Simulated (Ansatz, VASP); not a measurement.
**SnO2 (1T-SnO2, 1 layer) in two plane-wave programs**

Aim: how closely do two programs agree when they are given the same cell, functional and k mesh? The structure shown is the start of the Ansatz relaxation below; VASP solves that cell, so the two are compared at the walk's first step.

Calculated with Ansatz 0.2.0; plane waves, with VASP 6.6.1 beside it; single point at PBE and single point at PBE with D3(BJ).

**1. Set-up**

The cell holds 3 atoms: 2 O and 1 Sn. Cell: a = 3.220 Å, b = 3.220 Å, c = 18.789 Å, α = 90.0°, β = 90.0°, γ = 120.0°. Vacuum lies along c.

**2. Ansatz: relaxation, PBE**

Ansatz runs on its default PAW (the set named soft_2) files.

The two programs are compared at the cell with which this relaxation starts, whose forces are those of its first step.

Input file input.yaml:

```yaml
crystal:
  lattice:
    - [3.22, 0.0, 0.0]
    - [-1.61, 2.7886018002, 0.0]
    - [0.0, 0.0, 18.788854382]
  atoms:
    - { symbol: O, position: [0.6666666667, 0.3333333333, 0.4523958634] }
    - { symbol: Sn, position: [0.0, 0.0, 0.5] }
    - { symbol: O, position: [0.3333333333, 0.6666666667, 0.5476041366] }
kpoints:
  mp_grid: { grid: [12, 12, 1] }
hamiltonian:
  xc: pbe
scf:
  occupations: { method: fermi_dirac, width: 0.05 }
  convergence: { dr2_threshold: 1.0e-08 }
efield:
  axis: 3
  dipole_correction: true
  ramp_position: 0.97
  ramp_width: 0.04
relax:
  f_tol: 0.01
  cell: { fix: [c, alpha, beta] }
output:
  write_potential: true
  write_density: true
  volumetric_format: npy
```

Command:

```bash
$ ansatz run input.yaml --threads 4 --pin off --max-ram 8192MiB --backend cpu --events-out ev --progress --plain --runs-dir out
```

Numbers of over 12 decimals in the logs are rounded to 6 here.

Output:

```text
Warning: relax.cell: scf.convergence.dr2_threshold = 1e-8 eV is looser than the 3e-10 eV advised for a relaxation that steers and ends on the stress (1e-10 eV for each atom of the cell: 3). What an SCF threshold leaves in a stress goes as its square root, and in the free energy as the threshold itself, and one threshold admits the most on a small cell: [figures from the program's tests cut] Set scf.convergence.dr2_threshold to 3e-10 eV or tighter. The threshold is an SCF's pass mark: one that does not reach it within its budget of iterations ends unconverged, or closes short of it on a stop that the run arms, and scf.convergence.dr2_threshold's page says what that costs each kind of run
Engine: ansatz 0.2.0, aarch64-unknown-linux-gnu
Pseudopotentials: kind: paw
Pseudopotential: O, paw, valence charge 6, recommended cutoff 420 eV (normal), O.paw.azcp
Pseudopotential: Sn, paw, valence charge 14, recommended cutoff 420 eV (normal), Sn.paw.azcp
Functional definition: PBE
  parameter kappa = 0.804
  parameter beta = 0.066725
  exchange = pbe_x(kappa = kappa, mu = beta*pi^2/3)
  correlation = pbe_c(beta = beta)
Crystal: 3 atoms, lattice volume = 168.711 Å³
Basis set: ecut = 420 eV, 3351 PW (Γ), exchange–correlation on 48×48×256 points (8 copies of the dense FFT grid, shifted against one another)
Bands: 17, of which v1, the nominal top of the filled ones, is band 13 counted from 1 (12 counted from 0)
Symmetry: 6 space group operations
k-points: 19 of 144 (time reversal used)
Non-local potential: O, projectors of the file, l = 0: 2, l = 1: 2, l = 2: 1
Non-local potential: Sn, projectors of the file, l = 0: 2, l = 1: 2, l = 2: 2, l = 3: 2
PAW form: soft (Blöchl's): semilocal exchange-correlation on the pseudo side does not see the compensation charge
PAW one-centre angular grid: O, 110 points (default); XC on 64 Gauss nodes
PAW one-centre angular grid: Sn, 590 points (default); XC on 64 Gauss nodes
Initial density: superposition of atomic densities (neutral atoms: chi_scale 0, normalization atom), corrected by the library's trained network
Initial wavefunctions: pseudopotential atomic-orbital guess
Functional: x = pbe(κ = 0.804, μ = 0.219515), c = pbe(β = 0.066725)
SCF iter   1: F=—  HF=-7158.317094 eV  |F-HF|=—  |Δ(HF+E_count)|=         —  Δρ=1.43e-3  dr2=2.54e-3  ethr=1.77e-3  p=-0.000 e·Å  D=-1.71e-5 V/Å  ΔV_dip=0.00 eV  dr2_dipole=5.08e-9  V_vac-E_F(+/−)=6.28/6.28 eV  ⟨swp⟩=8.6  Hψ=2120  notcnv=0
efield: sawtooth ramp at fractional position 0.9700 (set: `efield.ramp_position`, or a place that a band, a saddle search or an elastic batch's reference lends), width 0.0400; the density the first Hamiltonian is built on has a dipole p = -0.000 e·Å; the dipole correction subtracts the counter field D = -1.71e-5 V/Å, which shifts the + side's vacuum level by +0.00 eV against the − side's; the planar-averaged density in the ramp window peaks in size at 3.8e-6 e/Å³
preconditioner: auto → none  [insulator: Δε(μ)=2.773 eV  Ē_g=19.333 eV  σ=0.050 eV  W_gap=1.00  n_scr=10 (ndim 8)  ℏωp=14.6 eV  f_vac=0.751  D(μ)=0.00/eV (n_scr^D=0)  ε∞_Penn≈1.6]
SCF iter   2: F=—  HF=-7158.317088 eV  |F-HF|=—  |Δ(HF+E_count)|=   5.86e-6  Δρ=7.74e-4  dr2=3.75e-4  ethr=9.75e-6  p=0.000 e·Å  D=3.50e-5 V/Å  ΔV_dip=-0.00 eV  dr2_dipole=1.09e-8  V_vac-E_F(+/−)=6.38/6.38 eV  ⟨swp⟩=3.0  Hψ=942  notcnv=0
SCF iter   3: F=—  HF=-7158.317203 eV  |F-HF|=—  |Δ(HF+E_count)|=   1.15e-4  Δρ=3.34e-4  dr2=1.08e-4  ethr=1.44e-6  p=-0.000 e·Å  D=-4.25e-5 V/Å  ΔV_dip=0.00 eV  dr2_dipole=2.45e-8  V_vac-E_F(+/−)=6.38/6.38 eV  ⟨swp⟩=2.1  Hψ=512  notcnv=0
SCF iter   4: F=—  HF=-7158.317248 eV  |F-HF|=—  |Δ(HF+E_count)|=   4.52e-5  Δρ=1.02e-4  dr2=5.74e-6  ethr=4.17e-7  p=0.000 e·Å  D=5.94e-5 V/Å  ΔV_dip=-0.00 eV  dr2_dipole=3.76e-8  V_vac-E_F(+/−)=6.39/6.39 eV  ⟨swp⟩=2.4  Hψ=500  notcnv=0
SCF iter   5: F=—  HF=-7158.317234 eV  |F-HF|=—  |Δ(HF+E_count)|=   1.48e-5  Δρ=3.45e-5  dr2=2.73e-6  ethr=2.21e-8  p=-0.000 e·Å  D=-1.24e-4 V/Å  ΔV_dip=0.00 eV  dr2_dipole=2.11e-7  V_vac-E_F(+/−)=6.39/6.39 eV  ⟨swp⟩=3.6  Hψ=748  notcnv=0
SCF iter   6: F=—  HF=-7158.317233 eV  |F-HF|=—  |Δ(HF+E_count)|=   1.98e-7  Δρ=1.24e-5  dr2=1.80e-7  ethr=1.05e-8  p=0.000 e·Å  D=3.15e-5 V/Å  ΔV_dip=-0.00 eV  dr2_dipole=6.77e-9  V_vac-E_F(+/−)=6.39/6.39 eV  ⟨swp⟩=2.2  Hψ=411  notcnv=0
SCF iter   7: F=—  HF=-7158.317234 eV  |F-HF|=—  |Δ(HF+E_count)|=   4.69e-7  Δρ=3.35e-6  dr2=1.03e-8  ethr=6.92e-10  p=0.000 e·Å  D=9.91e-6 V/Å  ΔV_dip=-0.00 eV  dr2_dipole=1.84e-10  V_vac-E_F(+/−)=6.39/6.39 eV  ⟨swp⟩=2.2  Hψ=463  notcnv=0
[...]
Initial wavefunctions: pseudopotential atomic-orbital guess (no wavefunctions were taken with the density)
iter 1 solved again at ethr=1.18e-7 eV; its pass at ethr=3.10e-3 eV (dr2=3.08e-5 eV) is discarded
SCF iter   1: F=—  HF=-7158.521269 eV  |F-HF|=—  |Δ(HF+E_count)|=         —  Δρ=2.72e-5  dr2=1.08e-7  ethr=1.18e-7  p=-0.000 e·Å  D=-1.53e-6 V/Å  ΔV_dip=0.00 eV  dr2_dipole=2.86e-12  V_vac-E_F(+/−)=6.92/6.92 eV  ⟨swp⟩=4.2  Hψ=3281  notcnv=0
efield: sawtooth ramp at fractional position 0.9700 (set: `efield.ramp_position`, or a place that a band, a saddle search or an elastic batch's reference lends), width 0.0400; the density the first Hamiltonian is built on has a dipole p = -0.000 e·Å; the dipole correction subtracts the counter field D = -1.53e-6 V/Å, which shifts the + side's vacuum level by +0.00 eV against the − side's; the planar-averaged density in the ramp window peaks in size at 2.8e-6 e/Å³
preconditioner: auto → none  [insulator: Δε(μ)=2.615 eV  Ē_g=19.170 eV  σ=0.050 eV  W_gap=1.00  n_scr=10 (ndim 8)  ℏωp=14.5 eV  f_vac=0.741  D(μ)=0.00/eV (n_scr^D=0)  ε∞_Penn≈1.6]
SCF iter   2: F=—  HF=-7158.521328 eV  |F-HF|=—  |Δ(HF+E_count)|=   5.87e-5  Δρ=1.31e-5  dr2=3.33e-8  ethr=4.14e-10  p=-0.000 e·Å  D=-2.76e-6 V/Å  ΔV_dip=0.00 eV  dr2_dipole=1.29e-11  V_vac-E_F(+/−)=6.92/6.92 eV  ⟨swp⟩=3.4  Hψ=731  notcnv=0
SCF iter   3: F=—  HF=-7158.521369 eV  |F-HF|=—  |Δ(HF+E_count)|=   4.13e-5  Δρ=5.36e-6  dr2=1.49e-8  ethr=1.28e-10  p=0.000 e·Å  D=9.39e-7 V/Å  ΔV_dip=-0.00 eV  dr2_dipole=1.51e-10  V_vac-E_F(+/−)=6.92/6.92 eV  ⟨swp⟩=3.2  Hψ=567  notcnv=0
iter 4 met the thresholds in force, and the SCF goes on: an eigenvalue changes by 3.57 meV, over its tolerance of 3.16 meV (output.eigenvalues, Limitations)
SCF iter   4: F=-7158.521381 eV  HF=-7158.521380 eV  |F-HF|=6.28e-7  |Δ(HF+E_count)|=   1.13e-5  Δρ=1.41e-6  dr2=4.39e-9  ethr=3.85e-11  p=-0.000 e·Å  D=-6.81e-6 V/Å  ΔV_dip=0.00 eV  dr2_dipole=4.06e-10  V_vac-E_F(+/−)=6.92/6.92 eV  ⟨swp⟩=16.9  Hψ=2900  notcnv=0
iter 5 met the thresholds in force, and the SCF goes on: an eigenvalue changes by 4.65 meV, over its tolerance of 3.16 meV (output.eigenvalues, Limitations)
SCF iter   5: F=-7158.521381 eV  HF=-7158.521381 eV  |F-HF|=3.64e-7  |Δ(HF+E_count)|=   2.68e-7  Δρ=6.21e-7  dr2=4.20e-10  ethr=1.69e-11  p=-0.000 e·Å  D=-7.40e-7 V/Å  ΔV_dip=0.00 eV  dr2_dipole=2.80e-11  V_vac-E_F(+/−)=6.92/6.92 eV  ⟨swp⟩=8.6  Hψ=2341  notcnv=0
Mixer restart at iter 5: flushing history
SCF iter   6: F=-7158.521381 eV  HF=-7158.521381 eV  |F-HF|=8.28e-9  |Δ(HF+E_count)|=   3.66e-7  Δρ=1.71e-6  dr2=7.87e-9  ethr=1.61e-12  p=-0.000 e·Å  D=-8.48e-6 V/Å  ΔV_dip=0.00 eV  dr2_dipole=7.42e-10  V_vac-E_F(+/−)=6.92/6.92 eV  ⟨swp⟩=9.2  Hψ=2470  notcnv=0
SCF 5 converged in 6 iterations: F = -7158.521381 eV  dr2 = 7.87e-9
relax step   5: F+E_penalty+E_count = -7158.52138112 eV  Δ(F+E_penalty+E_count) = -9.463e-4 eV  max|allowed force component| = 2.421e-3 eV/Å  Δτ_max = 0.0000 Å  P = +0.008 GPa  Ω = 169.481 Å³  fix = [c, alpha, beta]  reactions: c +0.005 GPa  stress off target by 8.89e-3 GPa on what of the cell is left free  SCF on the basis re-selected at this cell (its energy is not comparable with the rows above)  (6 SCF iters)
basis re-selected at this cell: Δ(F+E_penalty+E_count) = -9.463e-4 eV, ΔP = +0.006 GPa vs the last step (what re-selecting the basis moved, of the pressure what is left beyond the Pulay correction that the steps carried, after the strain that the cell walked since its last selection, with what the two solves' SCF thresholds leave and, on support functions, any second-order correction that the steps lacked; it is no m [...]
WARN: The output density's exchange-correlation potential varies sharply where the density is thin. Do not read a vacuum level from v_tot or v_xc, or from such a field of the output density. On a cell that repeats whose density bears no net charge and no dipole along the vacuum's axis use v_es (v_loc + v_h of the components); under efield.dipole_correction with no amplitude use v_es + v_field, which holds any externa [...]
SCF converged after 6 iterations
an eigenvalue changed by more than its tolerance at an iteration that met the thresholds in force, so the SCF went on 2 times, its first undamped step at iteration 5: the last check found none over its tolerance
Free energy (F): -7158.521381 eV
Harris-Foulkes:  -7158.521381 eV  (|F-HF|=8.28e-9)
Internal energy: -7158.521381 eV  (E = F + TS)
E sigma→0 (E₀):  -7158.521381 eV
Fermi energy:    -3.259423 eV
Dipole field:    D = 0.000031 V/Å  (p = 0.000029 e·Å, saw-weighted, corrected)
Work function:   Φ+ = 6.9208 eV   Φ− = 6.9215 eV
Levels:          The Fermi level and band energies are counted from a zero that moves with the ramp; work functions are not
--- Per-component energies (eV) ---
  E_band       = -408.693891
  E_kinetic    = 537.635764
  E_local      = -16521.937342  (includes V_loc(G=0)·N_el)
  E_nonlocal   = 66.361714
  E_hartree    = 8116.239447
  E_xc         = -526.977129
  E_vxc        = -281.119605  (∫ρ·V_xc dr)
  E_paw        = -4462.364689  (= ΣΔE_a)
  E_vpaw       = -442.117855  (= ΣTr[D̂ρ^β])
  E_aug_tail   = 0.004824  (compensation charges beyond the density's cutoff)
  E_efield     = 0.000000  (sawtooth field / dipole correction)
  E_vefield    = -0.000153  (∫n·V_field dr)
  E_ewald      = 5632.516030
  E_smearing   = -0.000000  (= −TS)
  E_closure    = -0.000000  (closes the sum)
  Σ components = -7158.521381   (vs F -7158.521381, Δ=0.00e0)
--- Forces (eV/Å), atoms counted from 1 ---
  atom   1  O      0.00000000    -0.00000000    -0.00241645
  atom   2  Sn     0.00000000     0.00000000     0.00006765
  atom   3  O      0.00000000     0.00000000     0.00236313
  max |Σ_I F_I| component: 1.43e-5 eV/Å
--- Stress (GPa, compression-positive) ---
        0.008892       0.000000       0.000000
        0.000000       0.008892      -0.000000
        0.000000      -0.000000       0.005431
  P = ⅓ Tr σ = 0.0077 GPa (0.077 kbar)
--- Band table (eV; the first three rows and the last of 19) ---
  k-point 0: bands = [... 9 lower, -5.8131, -5.3776, -5.3776, -5.2148, -2.0422, 1.0981, 3.3862, 3.5007]
  k-point 1: bands = [... 9 lower, -6.0054, -5.5994, -5.2843, -5.0116, -1.6959, 1.3459, 3.4944, 3.6396]
  k-point 2: bands = [... 9 lower, -6.3844, -5.8053, -5.1680, -4.8831, -0.9135, 1.9250, 3.7824, 4.0571]
  k-point 18: bands = [... 9 lower, -8.1422, -7.1790, -4.8005, -4.8004, 1.5794, 5.1545, 5.6485, 5.6485]
--- Relaxed structure (4 steps of the walk, 4 accepted, 1 SCFs on fresh bases) ---
  F+E_penalty+E_count = -7158.52138112 eV   max|allowed force component| = 2.421e-3 eV/Å   (the final SCF, on the basis selected at the relaxed cell)
  cell:  # Å, volume = 169.4811 Å³
    - [3.227343, 0, 0]
    - [-1.613671, 2.794961, 0]
    - [0, 0, 18.788854382]
  atoms:
    - { symbol: O, position: [0.666667, 0.333333, 0.446160] }
    - { symbol: Sn, position: [0, 0, 0.500000] }
    - { symbol: O, position: [0.333333, 0.666667, 0.553839] }
```

**3. VASP: single point, PBE, start cell**

The same cell, functional, mesh and smearing now go to VASP, with its own data sets.

Lines of VASP's logs that name or quote its potential files are left out, and so is its time.

Input file INCAR:

```
SYSTEM = SnO2
PREC = Accurate
ENCUT = 520
EDIFF = 1E-06
NELM = 120
ISMEAR = -1
SIGMA = 0.05
LREAL = .FALSE.
ALGO = Normal
GGA = PE
NBANDS = 19
LORBIT = 11
LWAVE = .FALSE.
LCHARG = .FALSE.
ISIF = 2
LDIPOL = .TRUE.
IDIPOL = 3
DIPOL = 0.5 0.5 0.5
LVHAR = .TRUE.
LASPH = .TRUE.
GGA_COMPAT = .FALSE.
EFERMI = MIDGAP
NELMDL = -8
KPAR = 2
```

Input file POSCAR:

```
SnO2
1.0
    3.2200000000      0.0000000000      0.0000000000
   -1.6100000000      2.7886020000      0.0000000000
    0.0000000000      0.0000000000     18.7888540000
O Sn
2 1
Direct
    0.6666666667      0.3333333333      0.4523958726
    0.3333333333      0.6666666667      0.5476041274
    0.0000000000      0.0000000000      0.5000000000
```

Input file KPOINTS:

```
Automatic mesh
0
Gamma
12 12 1
0 0 0
```

The projector-augmented-wave data sets are O and Sn_d (PBE family, release 64).

Command:

```bash
$ mpirun -np 2 vasp_std
```

Output:

```text
[banner, memory and clock lines left out]
running    2 mpi-ranks, on    1 nodes
 distrk:  each k-point on    1 cores,    2 groups
 distr:  one band on    1 cores,    1 groups

 POSCAR found type information on POSCAR O Sn
 POSCAR found :  2 types and       3 ions
 LDA part: xc-table for (Slater+PW92), standard interpolation
 POSCAR, INCAR and KPOINTS ok, starting setup
 FFT: planning ... GRIDC
 FFT: planning ... GRID_SOFT
 FFT: planning ... GRID
 WAVECAR not read
 entering main loop
       N       E                     dE             d eps       ncg     rms          rms(c)
DAV:   1     0.263725817444E+03    0.26373E+03   -0.12486E+04   741   0.125E+03
DAV:   2     0.149000607193E+02   -0.24883E+03   -0.23929E+03   962   0.322E+02
DAV:   3    -0.202611535942E+02   -0.35161E+02   -0.34623E+02   916   0.141E+02
DAV:   4    -0.212819234744E+02   -0.10208E+01   -0.10200E+01   936   0.288E+01
DAV:   5    -0.213032035095E+02   -0.21280E-01   -0.21279E-01   968   0.389E+00
DAV:   6    -0.213038528570E+02   -0.64935E-03   -0.64935E-03  1013   0.621E-01
DAV:   7    -0.213038793550E+02   -0.26498E-04   -0.26498E-04  1060   0.100E-01
DAV:   8    -0.213038795125E+02   -0.15748E-06   -0.15754E-06   858   0.844E-03    0.115E+01
DAV:   9    -0.179638493061E+02    0.33400E+01   -0.14871E+01  1109   0.613E+01    0.453E+00
DAV:  10    -0.179908805315E+02   -0.27031E-01   -0.88025E-01   772   0.690E+00    0.236E+00
DAV:  11    -0.179691010454E+02    0.21779E-01   -0.98590E-02   951   0.400E+00    0.678E-01
DAV:  12    -0.179646810188E+02    0.44200E-02   -0.23451E-02  1125   0.246E+00    0.103E-01
DAV:  13    -0.179650509620E+02   -0.36994E-03   -0.22039E-03   879   0.427E-01    0.466E-02
DAV:  14    -0.179651024131E+02   -0.51451E-04   -0.27353E-04   858   0.136E-01    0.187E-02
DAV:  15    -0.179651774195E+02   -0.75006E-04   -0.54052E-05   888   0.790E-02    0.131E-02
DAV:  16    -0.179653190305E+02   -0.14161E-03   -0.88401E-05   841   0.115E-01    0.107E-02
DAV:  17    -0.179654121864E+02   -0.93156E-04   -0.31810E-05   866   0.658E-02    0.406E-03
DAV:  18    -0.179654971882E+02   -0.85002E-04   -0.64390E-06   777   0.230E-02    0.296E-03
DAV:  19    -0.179655337627E+02   -0.36574E-04   -0.22544E-06   737   0.199E-02    0.167E-03
DAV:  20    -0.179655527737E+02   -0.19011E-04   -0.95781E-07   695   0.718E-03    0.504E-04
DAV:  21    -0.179655609808E+02   -0.82071E-05   -0.37515E-07   724   0.620E-03    0.765E-04
DAV:  22    -0.179655667889E+02   -0.58081E-05   -0.13291E-07   695   0.469E-03    0.362E-04
DAV:  23    -0.179655680812E+02   -0.12923E-05   -0.37183E-08   739   0.278E-03    0.117E-04
DAV:  24    -0.179655684093E+02   -0.32814E-06   -0.10850E-08   689   0.132E-03
   1 F= -.17965568E+02 E0= -.17965568E+02  d E =-.640234E-12
```

OUTCAR, selected parts (step 3):

```text
ion  position               nearest neighbor table
   1  0.667  0.333  0.452-   3 2.06   3 2.06   3 2.06
   2  0.333  0.667  0.548-   3 2.06   3 2.06   3 2.06
   3  0.000  0.000  0.500-   1 2.06   2 2.06   1 2.06   2 2.06   1 2.06   2 2.06

  LATTYP: Found a hexagonal cell.
 ALAT       =     3.2200000000
 C/A-ratio  =     5.8350478261

 Subroutine GETGRP returns: Found 12 space group operations
 (whereof 12 operations were pure point group operations)

The static configuration has the point symmetry D_3d.

 Found     19 irreducible k-points:

   k-points           NKPTS =     19   k-points in BZ     NKDIM =     19   number of bands    NBANDS=     19

   dimension x,y,z NGX =    24 NGY =   24 NGZ =  140
   dimension x,y,z NGXF=    48 NGYF=   48 NGZF=  280

   ENCUT  =  520.0 eV  38.22 Ry    6.18 a.u.   5.99  5.99 34.93*2*pi/ulx,y,z

   NELECT =      26.0000    total number of electrons

 k-points in reciprocal lattice and weights: Automatic mesh
   0.00000000  0.00000000  0.00000000       0.007
   0.08333333  0.00000000  0.00000000       0.042
   0.16666667  0.00000000  0.00000000       0.042
   0.25000000  0.00000000  0.00000000       0.042
   0.33333333  0.00000000  0.00000000       0.042
   0.41666667  0.00000000  0.00000000       0.042
   0.50000000  0.00000000  0.00000000       0.021
   0.08333333  0.08333333  0.00000000       0.042
   0.16666667  0.08333333  0.00000000       0.083
[...]
0.33333333  0.25000000  0.00000000       0.083
   0.33333333  0.33333333  0.00000000       0.014

 dipolmoment           0.000000      0.000000      0.000000 electrons x Angstroem

 average (electrostatic) potential at core
       1 -78.3753       2 -78.3753       3-109.9965

 E-fermi :  -3.6201

 k-point     1 :       0.0000    0.0000    0.0000
  band No.  band energies     occupation
    ...
      9      -6.4798      2.00000
     10      -6.4798      2.00000
     11      -6.0252      2.00000
     12      -6.0252      2.00000
     13      -5.9018      2.00000
     14      -2.2426      0.00000
     15       1.0276      0.00000
     16       2.6335      0.00000
     17       2.7673      0.00000
     18       3.4170      0.00000
    ...

 k-point     2 :       0.0833    0.0000    0.0000
  band No.  band energies     occupation
    ...
      9      -6.8901      2.00000
     10      -6.7461      2.00000
     11      -6.2416      2.00000
     12      -5.8613      2.00000
     13      -5.5548      2.00000
     14      -1.8594      0.00000
     15       1.1922      0.00000
     16       2.7454      0.00000
     17       2.9178      0.00000
     18       3.5254      0.00000
    ...

 k-point     3 :       0.1667    0.0000    0.0000
  band No.  band energies     occupation
    ...
      9      -7.5482      2.00000
     10      -7.2173      2.00000
     11      -6.3167      2.00000
     12      -5.6616      2.00000
     13      -5.3297      2.00000
     14      -0.9820      0.00000
     15       1.5864      0.00000
     16       3.0547      0.00000
     17       3.3594      0.00000
     18       3.8389      0.00000
    ...

  Total        3.3771044      3.3771049      3.1267599     -0.0000000     -0.0000000     -0.0000000
  in kB       32.0709907     32.0709953     29.6935700     -0.0000000     -0.0000000     -0.0000000
  external PRESSURE =      31.2785187 kB  Pullay stress =       0.0000000 kB

  energy-cutoff  :      520.00
  volume of cell :      168.71
      direct lattice vectors                 reciprocal lattice vectors
     3.220000000  0.000000000  0.000000000     0.310559006  0.179301313  0.000000000
    -1.610000000  2.788602000  0.000000000     0.000000000  0.358602626  0.000000000
     0.000000000  0.000000000 18.788854000     0.000000000  0.000000000  0.053223044

 POSITION                                       TOTAL-FORCE (eV/Angst)
 -----------------------------------------------------------------------------------
      1.61000      0.92953      8.50000         0.000000      0.000000     -1.779996
     -0.00000      1.85907     10.28885        -0.000000     -0.000000      1.779996
      0.00000      0.00000      9.39443        -0.000000      0.000000      0.000000
 -----------------------------------------------------------------------------------
    total drift:                                0.000000      0.000000      0.000000

  FREE ENERGIE OF THE ION-ELECTRON SYSTEM (eV)
  ---------------------------------------------------
  free  energy   TOTEN  =       -17.9655684093 eV

  energy  without entropy=      -17.9655684093  energy(sigma->0) =      -17.96556841

 vacuum level on the upper side and lower side of the slab         2.870         2.870

 total charge
# of ion       s       p       d       tot
------------------------------------------
    1        1.572   3.488   0.000   5.060
    2        1.572   3.488   0.000   5.060
    3        0.907   1.117  10.376  12.400
--------------------------------------------------
tot          4.050   8.093  10.376  22.520

[... 3 further parts left out ...]
```

The gap is read on the k-mesh alone, so it is an upper bound where the band edges lie off the mesh.

[end of part 1 of 2]

[Lines on the potential files, build, host, timing and source positions are cut from VASP's logs without a mark.]

[Logs are printed without paths, hosts, clocks, repeated set-up lines and the standing remarks that a program may print on its own settings, such as how far it seeks lower states.]

[Hosts, paths, dates, database ids (printed as entryN), source tags and the programs' standing remarks are cut or masked in the printed files.]
